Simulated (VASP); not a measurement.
ZrN, 2 atoms in the cell. The structure is cubic, space group Fm-3m (No. 225). Conventional cell: a = 4.600 Å, b = 4.600 Å, c = 4.600 Å, α = 90.00°, β = 90.00°, γ = 90.00°. Zr (site symmetry m-3m) is surrounded by 6 N at 2.30 Å. Around N (site symmetry m-3m) lie 6 Zr at 2.30 Å. 

| Item | Value |
| --- | --- |
| Program | VASP 6.6.1 |
| Task | single point |
| Functional | PBE |
| Potentials or basis | VASP PAW PBE potentials, release 64 (Zr_sv, N) |
| Cutoff | 520 eV |
| k mesh | 10 × 10 × 10 |
| Occupations | fermi-dirac, width 0.05 eV |
| Spin | no spin polarisation |
| Further INCAR settings | ALGO = Normal; EDIFF = 1e-07; NBANDS = 16 |

Potentials or basis: VASP PAW PBE potentials, release 64 (Zr_sv, N).

The run is started by

```console
$ cat potpaw_PBE.64/Zr_sv/POTCAR potpaw_PBE.64/N/POTCAR > POTCAR
$ mpirun -np 1 vasp_std > vasp.out
```

Hardware: 1 thread of Intel(R) Xeon(R) Platinum 8488C (Sapphire Rapids), on a shared host.

**Question.** Estimate the wall time of this run.

**Answer.** It took 8.3 s on 1 thread of Intel(R) Xeon(R) Platinum 8488C (Sapphire Rapids), on a shared host, peak memory 0.14 GiB. Counts: scf iterations 14, k points 47.
